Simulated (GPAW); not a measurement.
# MnO2 (P6_3/mmc) in GPAW: dielectric tensor with LDA

Aim: the dielectric tensor of MnO2 with LDA.

Everything below comes from runs of GPAW 26.7.0. Logs are shortened: lines on timing, memory, paths and dates and some standing lists are left out, and cuts for length are marked. The log counts tension as positive stress, the text compression.

### Step 1. The crystal as given

It takes space group P6_3/mmc (No. 194, hexagonal). Conventional cell: a = 2.855 Å, b = 2.855 Å, c = 10.222 Å, α = 90.00°, β = 90.00°, γ = 120.00°. Mn (site symmetry -3m) has 6 O at 1.90 Å as nearest neighbours. Around O (site symmetry 3m) lie 3 Mn at 1.90 Å.

Measurements of this composition are mostly on another form, of space group No. 136.

### Step 2. Dielectric tensor, LDA, collinear spin, ferromagnetic start

run.py

```python
import numpy as np
from ase import Atoms
from ase.dft.bandgap import bandgap
from ase.io import write
from gpaw import GPAW, PW
from gpaw.response.df import DielectricFunction

atoms = Atoms(['Mn', 'Mn', 'O', 'O', 'O', 'O'],
              cell=[[2.8549554371, 0.0, 0.0],
                    [-1.4274777185, 2.4724639352, 0.0],
                    [0.0, 0.0, 10.2217427273]],
              scaled_positions=[[0.0, 0.0, 0.5],
                                [0.0, 0.0, 0.0],
                                [0.6666666667, 0.3333333333, 0.40685645],
                                [0.6666666667, 0.3333333333, 0.09314355],
                                [0.3333333333, 0.6666666667, 0.59314355],
                                [0.3333333333, 0.6666666667, 0.90685645]],
              pbc=True)
atoms.set_initial_magnetic_moments([5.0, 5.0, 0.0, 0.0, 0.0, 0.0])

calc = GPAW(mode=PW(600),
            xc='LDA',
            kpts={'size': (9, 9, 2), 'gamma': True},
            occupations={'name': 'fermi-dirac', 'width': 0.001},
            nbands=47,
            convergence={'density': 0.0001},
            maxiter=150,
            txt='gpaw.txt')
atoms.calc = calc
energy = atoms.get_potential_energy()
calc.write('gs.gpw')
write('result.traj', atoms)
print(f'Energy: {energy:.6f} eV')
print('Moments:', calc.get_magnetic_moments().round(3))
print('Fermi level:', round(calc.get_fermi_level(), 4), 'eV')
print(f'Gap: {bandgap(calc)[0]:.4f} eV, direct: {bandgap(calc, direct=True)[0]:.4f} eV')

for size in [(8, 8, 2), (12, 12, 3)]:
    name = 'x'.join(str(n) for n in size)
    dense = calc.fixed_density(kpts={'size': size, 'gamma': True},
                               nbands=81, convergence={'bands': 75, 'eigenstates': 1e-7},
                               update_fermi_level=True, txt=f'dense-{name}.txt')
    dense.write(f'{name}.gpw', mode='all')
    df = DielectricFunction(f'{name}.gpw', frequencies=np.array([0.0]), hilbert=False, eta=0.001,
                            ecut=80, nbands=75, intraband=False, txt=f'df-{name}.txt')
    for xc in ['RPA']:
        for direction in ['x', 'y', 'z', [0, 1, 1], [1, 0, 1], [1, 1, 0]]:
            e0, e = df.get_macroscopic_dielectric_constant(xc=xc, direction=direction)
            print(f'{name} {xc} {direction}: {e0:.4f} without, {e:.4f} with local fields')
```

Potentials or basis: the program's PAW data sets (release 1.2.1) made for this functional, pw.

Run with:

```
> OMP_NUM_THREADS=1 python run.py
```

gpaw.txt:

```text
__  _  _
 | _ |_)|_||  |
 |__||  | ||/\| - 26.7.0

Input parameters:
  mode=PW(ecut=600.0),
  convergence={'density': 0.0001},
  kpts=MonkhorstPack(size=(9, 9, 2), gamma=True),
  maxiter=150,
  nbands=47,
  occupations=Occupations(name='fermi-dirac', width=0.001),
  xc=XC(name='LDA')

Diagonalizing LCAO Hamiltonian
Converting LCAO to pw mode

        O

        O

       Mn
           O

           O

       Mn

Atoms  # Å, Bohr magnetons
|   | symbol |         x |        y |        z |    initial magnetic moments |
|---|--------|-----------|----------|----------|-----------------------------|
| 0 |     Mn |  0.000000 | 0.000000 | 5.110871 | ( 0.0000,  0.0000,  5.0000) |
| 1 |     Mn |  0.000000 | 0.000000 | 0.000000 | ( 0.0000,  0.0000,  5.0000) |
| 2 |      O |  1.427478 | 0.824155 | 4.158782 | ( 0.0000,  0.0000,  0.0000) |
| 3 |      O |  1.427478 | 0.824155 | 0.952089 | ( 0.0000,  0.0000,  0.0000) |
| 4 |      O | -0.000000 | 1.648309 | 6.062961 | ( 0.0000,  0.0000,  0.0000) |
| 5 |      O | -0.000000 | 1.648309 | 9.269653 | ( 0.0000,  0.0000,  0.0000) |

Unit cell  # Å
| periodic |         x |        y |         z |   lengths |     angles |
|----------|-----------|----------|-----------|-----------|------------|
|      yes |  2.854955 | 0.000000 |  0.000000 |  2.854955 |  90.000000 |
|      yes | -1.427478 | 2.472464 |  0.000000 |  2.854955 |  90.000000 |
|      yes |  0.000000 | 0.000000 | 10.221743 | 10.221743 | 120.000000 |

Number of symmetries: 12
Symmetry operations  # r_c * U_cc + t_c -> r_c
|    | kind |            matrix            |
|----|------|------------------------------|
|  0 |  σ   |  1, 1, 0,  0,-1, 0,  0, 0, 1 |
|  1 |  S6  |  1, 1, 0, -1, 0, 0,  0, 0,-1 |
|  2 |  E   |  1, 0, 0,  0, 1, 0,  0, 0, 1 |
|  3 |  C2  |  1, 0, 0, -1,-1, 0,  0, 0,-1 |
|  4 |  C2  |  0, 1, 0,  1, 0, 0,  0, 0,-1 |
|  5 |  C3  |  0, 1, 0, -1,-1, 0,  0, 0, 1 |
|  6 |  S6  |  0,-1, 0,  1, 1, 0,  0, 0,-1 |
|  7 |  σ   |  0,-1, 0, -1, 0, 0,  0, 0, 1 |
|  8 |  σ   | -1, 0, 0,  1, 1, 0,  0, 0, 1 |
|  9 |  i   | -1, 0, 0,  0,-1, 0,  0, 0,-1 |
| 10 |  C3  | -1,-1, 0,  1, 0, 0,  0, 0, 1 |
| 11 |  C2  | -1,-1, 0,  0, 1, 0,  0, 0,-1 |

BZ-sampling:
  Number of BZ points: 162
  Number of IBZ points: 24

  Monkhorst-Pack size: [9, 9, 2]
  Monkhorst-Pack shift: [0.0, 0.0, 0.25]

K-points  # in reciprocal-cell coordinates
|     |                                coordinates |     weight |
|-----|--------------------------------------------|------------|
|   0 | (  0.00000000,   0.00000000,   0.00000000) | 0.00617284 |
|   1 | (  0.00000000,   0.00000000,   0.50000000) | 0.00617284 |
|   2 | (  0.11111111,   0.00000000,   0.00000000) | 0.03703704 |
|   3 | (  0.11111111,   0.00000000,   0.50000000) | 0.03703704 |
|   4 | (  0.22222222,  -0.11111111,   0.00000000) | 0.03703704 |
|   5 | (  0.22222222,  -0.11111111,   0.50000000) | 0.03703704 |
|   6 | (  0.22222222,   0.00000000,   0.00000000) | 0.03703704 |
|   7 | (  0.22222222,   0.00000000,   0.50000000) | 0.03703704 |
|   8 | (  0.33333333,  -0.11111111,   0.00000000) | 0.07407407 |
|   9 | (  0.33333333,  -0.11111111,   0.50000000) | 0.07407407 |
| ... |                                            |            |
|  23 | (  0.44444444,   0.44444444,   0.50000000) | 0.03703704 |

Plane wave coefficients: 2428
Cutoff: 600.0 eV

Spin-components: 2 (collinear spins)
Bands:           47
Projectors:      32
Spin-degeneracy: 1
Datatype:        complex128

Parallelization:
  kpt:    1
  domain: 1
  band:   1

Density:
  Valence electrons: 54.0
  Components: 2
  Grid points: [18 18 60]
  Charge: 0.0  # |e|

Potential:
  Grid points: [18 18 60]

species:
  Mn:
    name:    Manganese
    Z:       25.0
    valence: 15
    core:    10
    charge:  0.0  # [|e|]
    compensation charges:
      type: gauss
      rc: 0.38  # [Å]
      lmax: 2
    cutoffs:
      filter: 2.14  # [Å]
      core: 0.86  # [Å]
    projectors
    | kind |    occ | energy [eV] | rcut [Å] |
    |------|--------|-------------|----------|
    |   3s |  2.000 |     -85.387 |    1.275 |
    |   4s |  2.000 |      -5.282 |    1.275 |
    |   3p |  6.000 |     -54.493 |    1.281 |
    |   4p |  0.000 |      -1.471 |    1.281 |
    |   3d |  5.000 |      -7.009 |    1.138 |
    |    d |        |      20.203 |    1.138 |

    Using partial waves for Mn as LCAO basis

  O:
    name:    Oxygen
    Z:       8.0
    valence: 6
    core:    2
    charge:  0.0  # [|e|]
    compensation charges:
      type: gauss
      rc: 0.21  # [Å]
      lmax: 2
    cutoffs:
      filter: 1.17  # [Å]
      core: 0.83  # [Å]
    projectors
    | kind |    occ | energy [eV] | rcut [Å] |
    |------|--------|-------------|----------|
    |   2s |  2.000 |     -23.752 |    0.688 |
    |   2p |  4.000 |      -9.195 |    0.598 |
    |    s |        |       3.459 |    0.688 |
    |    p |        |      18.016 |    0.598 |
    |    d |        |       0.000 |    0.619 |

    Using partial waves for O as LCAO basis

Reference energy: -71022.576221  # eV

eigensolver:
  PPCG
  Converge bands: occupied
  niter=2

density mixing:
  MSR1-Mixer
  Pratt-step length: 0.05
  Maximum mixing coefficient: 0.75
  Old densities: 10
  SVD Regularization: 0.005
  Good broyden scale: 1.0
  Trust region scale: 1.0
  Backstep threshold: 4.0
  History deletion threshold: 6.0
  Fourier metric: weight=20.0, sigma=0.015

occupation numbers:
  Fermi-Dirac:
    width: 0.0010  # eV

poisson solver:
  ecut: 4800.0  # eV

xc functional:
  name: None

convergence criteria:
- Maximum integral of absolute [dens]ity change: 0.0001 electrons / valence electron
- Maximum [total energy] change in last 3 cyles: 0.0005 eV / valence electron
- Maximum integral of absolute [eigenst]ate change: 4e-08 eV^2 / valence electron
maximum number of iterations: 150

SCF iterations
|iter     | |      energy | eigst |  dens |  magmom |
|---------|-|-------------|-------|-------|---------|
|iter:   1| |  -58.023584 | +0.39 |       | +10.0045|
|iter:   2| |  -56.009633 | -1.41 | -0.72 |  +9.8043|
|iter:   3| |  -53.952138 | -1.26 | -0.78 |  +8.3097|
|iter:   4| |  -54.265024 | -2.38 | -1.16 |  +7.3991|
|iter:   5| |  -54.403578 | -2.59 | -1.30 |  +6.2395|
|iter:   6| |  -54.424094 | -3.26 | -1.73 |  +5.8857|
|iter:   7| |  -54.425349c| -3.61 | -2.07 |  +5.9072|
|iter:   8| |  -54.422136c| -4.11 | -2.15 |  +5.9878|
|iter:   9| |  -54.422284c| -5.36 | -2.88 |  +5.9973|
|iter:  10| |  -54.422292c| -6.58 | -3.48 |  +6.0012|
|iter:  11| |  -54.422292c| -7.73c| -4.12c|  +6.0005|

Converged in 11 steps
Energy contributions relative to reference atoms: (reference = -71022.576221)

Energy contributions:
  Kinetic:          33.815628
  Coulomb:         -38.925954
  Zero:              0.598404
  External:          0.000000
  Xc:              -49.910369
  Entropy:          -0.000000
  Spinorbit:         0.000000
  ----------------------------
  Free energy:     -54.422292
  Extrapolated:    -54.422292

dipole moment: (-6.663061, -11.540761, -23.856100)  # |e|*Ang

Total magnetic moment: (0.000000, 0.000000, 6.000529)

Local magnetic moments
|        x |        y |        z |
|----------|----------|----------|
| 0.000000 | 0.000000 | 2.780176 |  # Mn   0
| 0.000000 | 0.000000 | 2.780195 |  # Mn   1
| 0.000000 | 0.000000 | 0.043544 |  # O    2
| 0.000000 | 0.000000 | 0.043536 |  # O    3
| 0.000000 | 0.000000 | 0.043544 |  # O    4
| 0.000000 | 0.000000 | 0.043536 |  # O    5

Fermi level: 2.998
Eigenvalues  # (at kpt = [0.000, 0.000, 0.000])
| band index |      eig [eV] | occ [0-1] |      eig [eV] | occ [0-1] |
|------------|---------------|-----------|---------------|-----------|
|          0 |       -78.167 |     1.000 |       -75.107 |     1.000 |
|        ... |               |           |               |           |
|         19 |         0.366 |     1.000 |         1.157 |     1.000 |
|         20 |         0.367 |     1.000 |         1.157 |     1.000 |
|         21 |         0.372 |     1.000 |         1.185 |     1.000 |
|         22 |         0.374 |     1.000 |         1.185 |     1.000 |
|         23 |         0.999 |     1.000 |         1.188 |     1.000 |
|         24 |         1.020 |     1.000 |         3.177 |     0.000 |
[... 8 lines left out ...]
|         33 |         5.507 |     0.000 |         6.952 |     0.000 |
|         34 |         9.085 |     0.000 |         9.340 |     0.000 |
|        ... |               |           |               |           |
|         46 |        24.853 |     0.000 |        25.589 |     0.000 |

Gap: 0.481 eV
Transition (v -> c):
  (s=0, k=2, n=29, [0.11, 0.00, 0.00]) -> (s=1, k=0, n=24, [0.00, 0.00, 0.00])
Direct/indirect transitions are different
Direct gap: 0.511 eV
Transition at: (s=0->1, k=0, n=29, [0.00, 0.00, 0.00])
# Writing to gs.gpw (mode='')
```

stdout:

```text
Energy: -54.422292 eV
Moments: [2.78  2.78  0.044 0.044 0.044 0.044]
Fermi level: 2.9976 eV
Gap: 0.4808 eV, direct: 0.5107 eV
8x8x2 RPA x: 7.8712 without, 7.6647 with local fields
8x8x2 RPA y: 7.8712 without, 7.6647 with local fields
8x8x2 RPA z: 4.4384 without, 2.3844 with local fields
8x8x2 RPA [0, 1, 1]: 6.1548 without, 5.0246 with local fields
8x8x2 RPA [1, 0, 1]: 6.1548 without, 5.0246 with local fields
8x8x2 RPA [1, 1, 0]: 7.8712 without, 7.6647 with local fields
12x12x3 RPA x: 7.8117 without, 7.6057 with local fields
12x12x3 RPA y: 7.8117 without, 7.6057 with local fields
12x12x3 RPA z: 4.4368 without, 2.3832 with local fields
12x12x3 RPA [0, 1, 1]: 6.1242 without, 4.9944 with local fields
12x12x3 RPA [1, 0, 1]: 6.1242 without, 4.9944 with local fields
12x12x3 RPA [1, 1, 0]: 7.8117 without, 7.6057 with local fields
```

Run time: 24 min. Hardware: 1 thread of Intel Xeon Platinum 8175M at 2.50GHz (Skylake/Cascade Lake), shared host; peak memory 0.97 GiB.

Results:

```yaml
Free_energy: -54.4223 eV
Band_gap_on_the_k_mesh: 0.48 eV, indirect (least direct gap 0.51 eV)
Net_moment: 6.00 μB per cell
Site_moments: Mn +2.78; O +0.04 μB
Electronic_dielectric_tensor_diagonal: 7.61, 7.61, 2.38
```

Electronic dielectric tensor:
```
7.61 0.00 0.00
0.00 7.61 0.00
0.00 0.00 2.38
```

Caveat: the gap is small at this level, which inflates the dielectric constant; the long-wavelength limit can be off by several per cent where d states take part; an odd mesh through Γ misses points on the zone boundary, where band edges often lie; only a ferromagnetic start was run, and an antiferromagnetic order may lie lower in energy.
